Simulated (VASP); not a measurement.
# Si (Fd-3m) in VASP: further runs

One crystal, Si, is run at these levels: PBE; tasks: single point.

Program: VASP 6.6.1. These are calculated values, not measurements. Logs are shortened: lines on timing, memory, paths and dates and some standing lists are left out, and cuts for length are marked.

### Step 1. The undisturbed crystal

It takes space group Fd-3m (No. 227, cubic). Conventional cell: a = 5.444 Å, b = 5.444 Å, c = 5.444 Å, α = 90.00°, β = 90.00°, γ = 90.00°. Si (site symmetry -43m) has 4 Si at 2.36 Å as nearest neighbours.

### Step 2. Single point, PBE (grid = ENCUT=400 dk=0.45 cell=2x2x2 ISMEAR=0 SIGMA=0.05 LREAL=Auto EDIFF=1e-06)

INCAR reads:

```
ALGO = Fast
EDIFF = 1E-6
ENCUT = 400
GGA = PE
ISIF = 2
ISMEAR = 0
LASPH = T
LCHARG = F
LREAL = Auto
LWAVE = F
NBANDS = 44
NELM = 120
PREC = Accurate
SIGMA = 0.05
```

KPOINTS reads:

```
k-points
0
Gamma
  3 3 3
```

POSCAR reads:

```
TiSi15
1.0
    0.0000000000      5.4437023730      5.4437023730
    5.4437023730      0.0000000000      5.4437023730
    5.4437023730      5.4437023730      0.0000000000
Ti Si
1 15
Direct
    0.2500000000      0.2500000000      0.2500000000
    0.2500000000      0.2500000000      0.7500000000
    0.2500000000      0.7500000000      0.2500000000
    0.2500000000      0.7500000000      0.7500000000
    0.7500000000      0.2500000000      0.2500000000
    0.7500000000      0.2500000000      0.7500000000
    0.7500000000      0.7500000000      0.2500000000
    0.7500000000      0.7500000000      0.7500000000
    0.3750000000      0.3750000000      0.3750000000
    0.3750000000      0.3750000000      0.8750000000
    0.3750000000      0.8750000000      0.3750000000
    0.3750000000      0.8750000000      0.8750000000
    0.8750000000      0.3750000000      0.3750000000
    0.8750000000      0.3750000000      0.8750000000
    0.8750000000      0.8750000000      0.3750000000
    0.8750000000      0.8750000000      0.8750000000
```

Potentials or basis: VASP PAW PBE potentials, release 64 (Ti_sv, Si).

Launch:

```console
cat potpaw_PBE.64/Ti_sv/POTCAR potpaw_PBE.64/Si/POTCAR > POTCAR
mpirun -np 1 vasp_std > vasp.out
```

OUTCAR:

```text
EDIFF = 1E-6
   ENCUT = 400
   GGA = PE
   ISIF = 2
   ISMEAR = 0
   LASPH = T
   LREAL = Auto
   NELM = 120
   PREC = Accurate

 Found      4 irreducible k-points:

 Following reciprocal coordinates:
            Coordinates               Weight
  0.000000  0.000000  0.000000      1.000000
  0.333333  0.000000  0.000000      8.000000
  0.333333  0.333333  0.000000      6.000000
 -0.333333  0.333333  0.000000     12.000000
   k-points           NKPTS =      4   k-points in BZ     NKDIM =      4   number of bands    NBANDS=     44
   number of dos      NEDOS =    301   number of ions     NIONS =     16
   total plane-waves  NPLWV = 125000
   dimension x,y,z NGX =    50 NGY =   50 NGZ =   50
   dimension x,y,z NGXF=   100 NGYF=  100 NGZF=  100
   ions per type =               1  15
   NGX,Y,Z   is equivalent  to a cutoff of  10.80, 10.80, 10.80 a.u.
   NGXF,Y,Z  is equivalent  to a cutoff of  21.59, 21.59, 21.59 a.u.
 SYSTEM =  unknown system
   PREC   = accura    normal or accurate (medium, high low for compatibility)
   ISTART =      0    job   : 0-new  1-cont  2-samecut
   ICHARG =      2    charge: 1-file 2-atom 10-const
   ISPIN  =      1    spin polarized calculation?
   LNONCOLLINEAR =      F non collinear calculations
   LSORBIT =      F    spin-orbit coupling
   LASPH  =      T    aspherical Exc in radial PAW
   ENCUT  =  400.0 eV  29.40 Ry    5.42 a.u.  12.55 12.55 12.55*2*pi/ulx,y,z
   NELM   =    120;   NELMIN=  2; NELMDL= -5     # of ELM steps
   EDIFF  = 0.1E-05   stopping-criterion for ELM
   LREAL  =      T    real-space projection
   EDIFFG = 0.1E-04   stopping-criterion for IOM
   NSW    =      0    number of steps for IOM
   IBRION =     -1    ionic relax: 0-MD 1-quasi-New 2-CG
   NFREE  =      0    steps in history (QN), initial steepest desc. (CG)
   ISIF   =      2    stress and relaxation
   ISYM   =      2    0-nonsym 1-usesym 2-fastsym
   POTIM  = 0.5000    time-step for ionic-motion
   TEBEG  =    0.0;   TEEND  =   0.0 temperature during run
   PSTRESS=    0.0 pullay stress
   NELECT =      72.0000    total number of electrons
   NUPDOWN=      -1.0000    fix difference up-down
   EMIN   =  10.00;   EMAX   =-10.00  energy-range for DOS
   EFERMI =   0.00;   METHOD = LEGACY
   ISMEAR =     0;   SIGMA  =   0.05  broadening in eV -4-tet -1-fermi 0-gaus
   EFERMI_NEDOS =   21; number of points for ismear=-14 and -15
   IALGO  =     68    algorithm
   IMIX   =      4    mixing-type and parameters
     AMIX     =   0.40;   BMIX     =  1.00
     AMIX_MAG =   1.60;   BMIX_MAG =  1.00
  volume/ion in A,a.u.               =      20.16       136.08
  Fermi-wavevector in a.u.,A,eV,Ry     =   0.992997  1.876492 13.415931  0.986043
  Thomas-Fermi vector in A             =   2.124848
   LORBIT       =      0    0 simple, 1 ext, 2 COOP (PROOUT), +10 PAW based schemes
   GGA     = PE    functional components
   LHFCALC =     F    Hartree Fock is set to
   AEXX    =    0.0000 exact exchange contribution
   IVDW    =     0    specifies the selected vdW correction
   LEPSILON=     F    determine dielectric tensor
   LRPA    =     F    only Hartree local field effects (RPA)
 non-spin polarized calculation
 RMM-DIIS sequential band-by-band and
 Gauss-broadening in eV      SIGMA  =   0.05
  energy-cutoff  :      400.00
  volume of cell :      322.64
 maximum number of plane-waves:      5961
 NGX is ok and might be reduce to    50
   NGX = 25   NGY = 25   NGZ = 25

 number of electron      71.9999994 magnetization

 Free energy of the ion-electron system (eV)
  ---------------------------------------------------
  ext. energy  EPLUGINS =         0.00000000
  ---------------------------------------------------
  free energy    TOTEN  =       -86.37101524 eV

  energy without entropy =      -86.37093308  energy(sigma->0) =      -86.37097416

 E-fermi :   5.5120     XC(G=0):  -9.4541

 val. band max:        5.4081173422   @ k =   0.0000   0.0000   0.0000
 cond. band min:       5.6113388994   @ k =   0.0000   0.0000   0.0000
 fundamental gap:      0.2032215572
 Fermi energy:         5.5119930307

 k-point     1 :       0.0000    0.0000    0.0000
  band No.  band energies     occupation
      1     -50.8492      2.00000
      2     -27.1770      2.00000
      3     -27.1770      2.00000
      4     -27.1770      2.00000
      5      -5.9620      2.00000
      6      -3.7953      2.00000
      7      -3.7953      2.00000
      8      -3.7953      2.00000
      9      -3.2231      2.00000
     10      -2.0390      2.00000
     11      -2.0390      2.00000
     12      -1.8804      2.00000
     13      -1.8804      2.00000
     14      -1.8804      2.00000
     15      -1.3790      2.00000
     16      -0.9188      2.00000
     17      -0.9188      2.00000
     18      -0.9188      2.00000
     19       1.6829      2.00000
     20       2.9474      2.00000
     21       2.9474      2.00000
     22       2.9474      2.00000
     23       3.3338      2.00000
     24       3.3338      2.00000
     25       3.3338      2.00000
     26       4.5023      2.00000
     27       4.5023      2.00000
     28       4.5879      2.00000
     29       4.5879      2.00000
     30       4.5879      2.00000
     31       4.6123      2.00000
     32       4.6123      2.00000
     33       4.6123      2.00000
     34       5.4081      1.99670
     35       5.4081      1.99670
     36       5.4081      1.99670
     37       5.6113      0.00496
     38       5.6113      0.00495
     39       6.7087      0.00000
     40       6.7890      0.00000
     41       6.7890      0.00000
     42       6.7912      0.00000
     43       7.3626      0.00000
     44       7.3640      0.00000

 k-point     2 :       0.3333    0.0000    0.0000
  band No.  band energies     occupation
      1     -50.8489      2.00000
      2     -27.1770      2.00000
      3     -27.1770      2.00000
      4     -27.1770      2.00000
      5      -5.6187      2.00000
      6      -4.6107      2.00000
      7      -3.6267      2.00000
      8      -3.6267      2.00000
      9      -3.3654      2.00000
     10      -3.0225      2.00000
     11      -3.0225      2.00000
     12      -2.0762      2.00000
     13      -0.7962      2.00000
     14      -0.7962      2.00000
     15      -0.7746      2.00000
     16      -0.5059      2.00000
     17      -0.5059      2.00000
     18       0.3961      2.00000
     19       1.9117      2.00000
     20       2.2100      2.00000
     21       2.2100      2.00000
     22       2.6872      2.00000
     23       2.9672      2.00000
     24       2.9672      2.00000
     25       3.2434      2.00000
     26       3.2697      2.00000
     27       3.4710      2.00000
     28       3.4710      2.00000
     29       4.0159      2.00000
     30       4.2966      2.00000
     31       4.2966      2.00000
     32       4.4999      2.00000
     33       4.7811      2.00000
     34       4.7811      2.00000
     35       5.2142      2.00000
     36       5.2142      2.00000
     37       6.2202      0.00000
     38       6.2203      0.00000
     39       6.7811      0.00000
     40       7.1600      0.00000
     41       7.2568      0.00000
     42       7.2635      0.00000
     43       7.8293      0.00000
     44       7.9594      0.00000

 k-point     3 :       0.3333    0.3333    0.0000
  band No.  band energies     occupation
      1     -50.8489      2.00000
      2     -27.1770      2.00000
      3     -27.1770      2.00000
      4     -27.1770      2.00000
      5      -5.4991      2.00000
      6      -4.1855      2.00000
      7      -4.0160      2.00000
      8      -3.9861      2.00000
      9      -3.9861      2.00000
     10      -3.1924      2.00000
     11      -1.9169      2.00000
     12      -1.7540      2.00000
     13      -1.7540      2.00000
     14      -0.9819      2.00000
     15      -0.0799      2.00000
     16      -0.0799      2.00000
     17      -0.0634      2.00000
     18       0.5084      2.00000
     19       2.0858      2.00000
     20       2.1338      2.00000
     21       2.3165      2.00000
     22       2.3165      2.00000
     23       2.6074      2.00000
     24       2.8129      2.00000
     25       2.8215      2.00000
     26       2.8215      2.00000
     27       3.3361      2.00000
     28       3.5913      2.00000
     29       3.5913      2.00000
     30       4.3599      2.00000
     31       4.4156      2.00000
     32       4.4768      2.00000
     33       4.4768      2.00000
     34       4.4981      2.00000
     35       5.1787      2.00000
     36       5.1787      2.00000
     37       5.9199      0.00000
     38       6.7494      0.00000
     39       6.8300      0.00000
     40       7.3690      0.00000
     41       7.6226      0.00000
     42       7.6365      0.00000
     43       7.6398      0.00000
     44       7.9786      0.00000

 k-point     4 :      -0.3333    0.3333    0.0000
  band No.  band energies     occupation
      1     -50.8488      2.00000
      2     -27.1770      2.00000
      3     -27.1770      2.00000
      4     -27.1770      2.00000
      5      -5.0897      2.00000
      6      -4.7928      2.00000
      7      -4.5418      2.00000
      8      -3.7985      2.00000
      9      -3.5259      2.00000
     10      -2.8449      2.00000
     11      -2.7927      2.00000
     12      -2.0503      2.00000
     13      -0.9126      2.00000
     14      -0.8609      2.00000
     15      -0.3827      2.00000
     16       0.2323      2.00000
     17       0.8604      2.00000
     18       1.3413      2.00000
     19       1.4588      2.00000
     20       1.7849      2.00000
     21       1.8766      2.00000
     22       2.1631      2.00000
     23       2.3555      2.00000
     24       2.6748      2.00000
     25       3.0860      2.00000
     26       3.1507      2.00000
     27       3.3281      2.00000
     28       3.3719      2.00000
     29       3.4587      2.00000
     30       3.6824      2.00000
     31       3.7724      2.00000
     32       3.9396      2.00000
     33       4.5621      2.00000
     34       4.6854      2.00000
     35       4.9092      2.00000
     36       5.2920      2.00000
     37       6.3171      0.00000
     38       6.5705      0.00000
     39       6.6288      0.00000
     40       7.4214      0.00000
     41       7.6264      0.00000
     42       7.8928      0.00000
     43       7.9335      0.00000
     44       8.6563      0.00000

------------------------ aborting loop because EDIFF is reached ----------------------------------------

  FORCE on cell =-STRESS in cart. coord.  units (eV):
  Direction    XX          YY          ZZ          XY          YZ          ZX
  --------------------------------------------------------------------------------------
  -------------------------------------------------------------------------------------
  Total        8.4996520      8.4996520      8.4996520     -0.0000000     -0.0000000      0.0000000
  in kB       42.2083732     42.2083732     42.2083732     -0.0000000     -0.0000000      0.0000000
  external PRESSURE =      42.2083732 kB  Pullay stress =       0.0000000 kB

 VOLUME and BASIS-vectors are now :
 -----------------------------------------------------------------------------
  energy-cutoff  :      400.00
  volume of cell :      322.64
      direct lattice vectors                 reciprocal lattice vectors
     0.000000000  5.443702373  5.443702373    -0.091849254  0.091849254  0.091849254
     5.443702373  0.000000000  5.443702373     0.091849254 -0.091849254  0.091849254
     5.443702373  5.443702373  0.000000000     0.091849254  0.091849254 -0.091849254

 POSITION                                       TOTAL-FORCE (eV/Angst)
 -----------------------------------------------------------------------------------
      2.72185      2.72185      2.72185         0.000000     -0.000000     -0.000000
      5.44370      5.44370      2.72185         0.000000     -0.000000     -0.093240
      5.44370      2.72185      5.44370         0.000000     -0.093240     -0.000000
      8.16555      5.44370      5.44370         0.093240     -0.000000     -0.000000
      2.72185      5.44370      5.44370        -0.093240     -0.000000     -0.000000
      5.44370      8.16555      5.44370         0.000000      0.093240     -0.000000
      5.44370      5.44370      8.16555         0.000000     -0.000000      0.093240
      8.16555      8.16555      8.16555         0.000000     -0.000000     -0.000000
      4.08278      4.08278      4.08278         0.960643      0.960643      0.960643
      6.80463      6.80463      4.08278        -0.960643     -0.960643      0.960643
      6.80463      4.08278      6.80463        -0.960643      0.960643     -0.960643
      9.52648      6.80463      6.80463        -0.008475      0.008475      0.008475
      4.08278      6.80463      6.80463         0.960643     -0.960643     -0.960643
      6.80463      9.52648      6.80463         0.008475     -0.008475      0.008475
      6.80463      6.80463      9.52648         0.008475      0.008475     -0.008475
      9.52648      9.52648      9.52648        -0.008475     -0.008475     -0.008475
 -----------------------------------------------------------------------------------
    total drift:                               -0.000002     -0.000002     -0.000001

  FREE ENERGIE OF THE ION-ELECTRON SYSTEM (eV)
  ---------------------------------------------------
  free  energy   TOTEN  =       -86.3710152420 eV

  energy  without entropy=      -86.3709330784  energy(sigma->0) =      -86.37097416
```

Wall time 2.7 min (1 thread of Intel Xeon Platinum 8259CL at 2.50GHz (Skylake/Cascade Lake), shared host); peak memory 0.34 GiB.

These settings aren't checked as converged: the numbers below hold their error.

Results:

| Property | Result |
| --- | --- |
| Free energy | -86.3710 eV |
| Pressure | 4.2 GPa |
| Largest force | 1.664 eV/Å |
| Band gap on the k mesh | 0.20 eV, direct |

### Step 3. Single point, PBE (grid = ENCUT=350 dk=0.35 cell=2x2x2 ISMEAR=0 SIGMA=0.05 LREAL=Auto EDIFF=1e-06)

Edit INCAR of step 2 so:

```diff
@@ -2,3 +2,3 @@
 EDIFF = 1E-6
-ENCUT = 400
+ENCUT = 350
 GGA = PE
```

KPOINTS is that of step 2.

POSCAR is that of step 2.

Potentials or basis: VASP PAW PBE potentials, release 64 (Ti_sv, Si).

Launch:

```console
cat potpaw_PBE.64/Ti_sv/POTCAR potpaw_PBE.64/Si/POTCAR > POTCAR
mpirun -np 1 vasp_std > vasp.out
```

It took 2.9 min on 1 thread of Intel Xeon Platinum 8259CL at 2.50GHz (Skylake/Cascade Lake), shared host; peak memory 0.31 GiB.

These settings aren't checked as converged: the numbers below hold their error.

Results:

```
Free energy            : -86.3427 eV
Pressure               : 4.2 GPa
Largest force          : 1.673 eV/Å
Band gap on the k mesh : 0.20 eV, direct
```

### Step 4. Single point, PBE (grid = ENCUT=500 dk=0.45 cell=2x2x2 ISMEAR=0 SIGMA=0.05 LREAL=Auto EDIFF=1e-06)

Edit INCAR of step 3 so:

```diff
@@ -2,3 +2,3 @@
 EDIFF = 1E-6
-ENCUT = 350
+ENCUT = 500
 GGA = PE
```

KPOINTS is that of step 3.

POSCAR is that of step 3.

Launch:

```console
cat potpaw_PBE.64/Ti_sv/POTCAR potpaw_PBE.64/Si/POTCAR > POTCAR
mpirun -np 1 vasp_std > vasp.out
```

Run time: 5 min. Hardware: 1 thread of Intel Xeon Platinum 8259CL at 2.50GHz (Skylake/Cascade Lake), shared host; peak memory 0.41 GiB.

The run converged, but some of its settings lie outside the range that counts as converged, so its numbers aren't taken as properties of the crystal.

Results:

```yaml
Free_energy: -86.3820 eV
Pressure: 4.3 GPa
Largest_force: 1.657 eV/Å
Band_gap_on_the_k_mesh: 0.20 eV, direct
```

### Step 5. For comparison

An earlier run on the cell as given: functional PBE; potentials or basis VASP PAW PBE potentials, release 64 (Si); cutoff 520 eV; k mesh 8 × 8 × 8; occupations fermi-dirac, width 0.05 eV; no spin polarisation.

- Pressure: 1.3 GPa
- Band gap on the k mesh: 0.63 eV, indirect (least direct gap 2.56 eV)
